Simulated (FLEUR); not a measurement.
# TaN (P-6m2) in FLEUR: single point with PBEsol+U

Aim: the single point of TaN with PBEsol+U.

Program: FLEUR MaX-R8.1 (later development tree). These are calculated values, not measurements. Logs are shortened: lines on timing, memory, paths and dates and some standing lists are left out, and cuts for length are marked.

### Step 1. The crystal as given

Symmetry: P-6m2, No. 187, hexagonal system. Conventional cell: a = 2.938 Å, b = 2.938 Å, c = 2.883 Å, α = 90.00°, β = 90.00°, γ = 120.00°. Around Ta (site symmetry -6m2) lie 6 N at 2.23 Å. N (site symmetry -6m2) has 6 Ta at 2.23 Å as nearest neighbours.

### Step 2. Single point, PBEsol+U

Contents of inp.xml:

```xml
<?xml version="1.0" encoding="UTF-8" standalone="no"?>
<fleurInput fleurInputVersion="0.39">
   <comment>
      TaN                                                                                                 
   </comment>
   <calculationSetup>
      <cutoffs Kmax="4.83" Gmax="15.0" GmaxXC="15.0" numbands="0"/>
      <scfLoop itmax="100" minDistance="0.0002" maxIterBroyd="50" imix="Anderson" alpha="0.05" precondParam="0.0" spinf="2.0" sdNocoIR="T"/>
      <coreElectrons ctail="T" frcor="F" kcrel="0" coretail_lmax="0"/>
      <xcFunctional name="PBEs" relativisticCorrections="F"/>
      <magnetism jspins="1"/>
      <soc l_soc="F" theta="0.0" phi="0.0" spav="F"/>
      <expertModes spex="0" secvar="F"/>
      <geometryOptimization l_f="F" forcealpha="1.0" forcemix="BFGS" epsdisp="0.00001" epsforce="0.00001"/>
      <ldaU l_linMix="F" mixParam="0.05" spinf="1.0"/>
   </calculationSetup>
   <cell>
      <bzIntegration valenceElectrons="32.0" mode="gauss" fermiSmearingEnergy="0.00183747">
         <kPointListSelection listName="default-1"/>
         <!-- k-points included here -->
         <xi:include xmlns:xi="http://www.w3.org/2001/XInclude" href="kpts.xml"> </xi:include>
      </bzIntegration>
      <!-- symmetry operations included here -->
      <xi:include xmlns:xi="http://www.w3.org/2001/XInclude" href="sym.xml"> </xi:include>
      <bulkLattice scale="1.0">
         <bravaisMatrix>
            <row-1>    5.5520174543164149    -0.0000000052912331     0.0000000000000000</row-1>
            <row-2>   -2.7760087224338919     4.8081881603017420     0.0000000000000000</row-2>
            <row-3>    0.0000000000000000     0.0000000000000000     5.4480845935165352</row-3>
         </bravaisMatrix>
      </bulkLattice>
   </cell>
   <atomSpecies>
      <species name="Tantalum (Ta)" element="Ta" atomicNumber="73">
         <mtSphere radius="2.41" gridPoints="797" logIncrement="0.017"/>
         <atomicCutoffs lmax="10" lnonsphr="10"/>
         <electronConfig flipSpins="F">
            <coreConfig>(1s1/2) (2s1/2) (2p1/2) (2p3/2) (3s1/2) (3p1/2) (3p3/2) (4s1/2) (3d3/2) (3d5/2) (4p1/2) (4p3/2) (4d3/2) (4d5/2)</coreConfig>
            <valenceConfig>(5s1/2) (5p1/2) (5p3/2) (6s1/2) (4f5/2) (4f7/2) (5d3/2) (5d5/2)</valenceConfig>
            <stateOccupation state="(5d3/2)" spinUp="0.600000" spinDown="0.600000"/>
            <stateOccupation state="(5d5/2)" spinUp="0.900000" spinDown="0.900000"/>
         </electronConfig>
         <energyParameters s="6" p="6" d="5" f="4"/>
         <ldaU l="2" U="8" J="0.7" l_amf="F"/>
         <lo type="SCLO" l="0" n="5" eDeriv="0"/>
         <lo type="SCLO" l="1" n="5" eDeriv="0"/>
         <lo type="SCLO" l="3" n="4" eDeriv="2"/>
      </species>
      <species name="Nitrogen (N)" element="N" atomicNumber="7">
         <mtSphere radius="1.49" gridPoints="493" logIncrement="0.021"/>
         <atomicCutoffs lmax="8" lnonsphr="8"/>
         <electronConfig flipSpins="F">
            <coreConfig>(1s1/2)</coreConfig>
            <valenceConfig>(2s1/2) (2p1/2) (2p3/2)</valenceConfig>
            <stateOccupation state="(2p1/2)" spinUp="0.500000" spinDown="0.500000"/>
            <stateOccupation state="(2p3/2)" spinUp="1.000000" spinDown="1.000000"/>
         </electronConfig>
         <energyParameters s="2" p="2" d="3" f="4"/>
         <lo type="SCLO" l="0" n="2" eDeriv="2"/>
         <lo type="SCLO" l="1" n="2" eDeriv="2"/>
         <lo type="SCLO" l="2" n="3" eDeriv="2"/>
      </species>
   </atomSpecies>
   <atomGroups>
      <atomGroup species="Tantalum (Ta)">
         <relPos label="                   1">1.000/3.000 -1.000/3.000 1.000/2.000</relPos>
         <force calculate="T" relaxXYZ="TTT"/>
      </atomGroup>
      <atomGroup species="Nitrogen (N)">
         <relPos label="                   2">.0000000000 .0000000000 .0000000000</relPos>
         <force calculate="T" relaxXYZ="TTT"/>
      </atomGroup>
   </atomGroups>
   <output dos="F" band="F" slice="F">
      <checks vchk="F" cdinf="F"/>
      <bandDOS minEnergy="-.5*Htr" maxEnergy="0.5*Htr" sigma="0.015" storeEVData="T"/>
      <vacuumDOS vacdos="F" integ="F" star="F" nstars="0" locx1="0.0" locy1="0.0" locx2="0.0" locy2="0.0" nstm="0" tworkf="0.0"/>
      <unfoldingBand unfoldBand="F" supercellX="1" supercellY="1" supercellZ="1"/>
      <plotting iplot="0" polar="F">
         <plot TwoD="T" vec1="  1.0  0.0  0.0" vec2="  0.0  1.0  0.0" vec3="  0.0  0.0  1.0" zero="  0.0  0.0  0.0" file="plot"/>
      </plotting>
      <chargeDensitySlicing numkpt="0" minEigenval="0.0" maxEigenval="0.0" nnne="0" pallst="F"/>
      <specialOutput eonly="F"/>
      <moessbauerParams electricFieldGradient="T" isomerShift="T" coreHyperfine="T" valenceHyperfine="T"/>
      <magneticCircularDichroism mcd="F" energyLo="-10.0" energyUp="0.0"/>
   </output>
  <!-- We include the file relax.xml here to enable relaxations (see documentation) -->
  <xi:include xmlns:xi="http://www.w3.org/2001/XInclude" href="relax.xml"> <xi:fallback/> </xi:include>
</fleurInput>
```

Contents of crystal.txt:

```
TaN
&input cartesian=F /
2.9380011114  -0.0000000028  0.0000000000
-1.4690005532  2.5443836002  0.0000000000
0.0000000000  0.0000000000  2.8830022100
1.8897261246
1.0 1.0 1.0

2
73 0.3333333333  0.6666666667  0.5000000000
7 0.0000000000  0.0000000000  0.0000000000

&kpt div1=7 div2=7 div3=7 gamma=T /
```

Potentials or basis: all-electron, FLAPW.

On the command line:

```console
$ inpgen -f crystal.txt -profile fastHighL
$ # inp.xml edited to the form shown
$ fleur_MPI
```

What it wrote:

```text
Welcome to FLEUR        (www.flapw.de)
      MaX-Release 8.1          (www.max-centre.eu)

 ========== k-point set info ==========
 Selected k-point list: default-1
 k-point list type: mesh
 7 x 7 x 7
 Number of k points: 32

 ------------Calculation Setup---------------------------
 Number of MPI-tasks      :            1
 Number of PE/node        :            1
 Number of OMP-threads    :            1
 Most efficient MPI parallelization for:
           1           2           4           8          16          32
 Additional eigenvalue parallelization possible
 Number of basis functions:          332
 Approximate size of matrices (H+S) per k-point:         0.003 GB
 --------------------------------------------------------
 no density matrix found ... skipping LDA+U
 Reset of history
 Iteration:     1   Distance:      24.18708019 me/bohr^3
 Iteration:     2   Distance:      25.22337815 me/bohr^3
 Iteration:     3   Distance:      21.47487561 me/bohr^3
 Iteration:     4   Distance:       9.27694415 me/bohr^3
 Iteration:     5   Distance:       7.99355536 me/bohr^3
 Iteration:     6   Distance:       3.30332475 me/bohr^3
 Iteration:     7   Distance:       1.99219557 me/bohr^3
 Iteration:     8   Distance:       0.75208032 me/bohr^3
 Iteration:     9   Distance:       0.18969228 me/bohr^3
 Iteration:    10   Distance:       0.12520297 me/bohr^3
 Iteration:    11   Distance:       0.02824622 me/bohr^3
 Iteration:    12   Distance:       0.01730153 me/bohr^3
 Iteration:    13   Distance:       0.00273051 me/bohr^3
 Iteration:    14   Distance:       0.00043124 me/bohr^3
 Iteration:    15   Distance:       0.00045650 me/bohr^3
 Iteration:    16   Distance:       0.00009357 me/bohr^3

 ********************************************************************
 Run finished successfully
 Stop message:
   all done
 ********************************************************************
```

Run time: 43 s. Hardware: 1 thread of Arm Neoverse V1, shared host; peak memory 0.08 GiB.

Results:

```yaml
Free_energy: -426563.3547 eV
Valence_electrons_inside_the_program's_atomic_spheres: Ta 24.57; N 3.64 (radii Ta 2.41, N 1.49 bohr)
```

Eigenvalues of the final occupation matrices:
| site | spin | trace | eigenvalues |
| --- | --- | --- | --- |
| atom type 1 | 1 | 2.00 | 0.29 0.29 0.44 0.44 0.55 |

Core levels (eV from the Fermi level):
```tsv
atom	levels
1 Ta	1s1/2 -67252.3, 2s1/2 -11545.3, 2p1/2 -11033.7, 2p3/2 -9764.1, 3s1/2 -2642.5, 3p1/2 -2415.3, 3p3/2 -2142.0, 4s1/2 -536.4, 3d3/2 -1758.4, 3d5/2 -1698.8, 4p1/2 -442.8, 4p3/2 -379.7, 4d3/2 -225.9, 4d5/2 -214.4
2 N	1s1/2 -376.4
```

Caveat: with Gaussian smearing the program prints no entropy term, so the energy of a metal isn't a free energy. Spin-orbit coupling is left out, which matters for the levels of Ta.
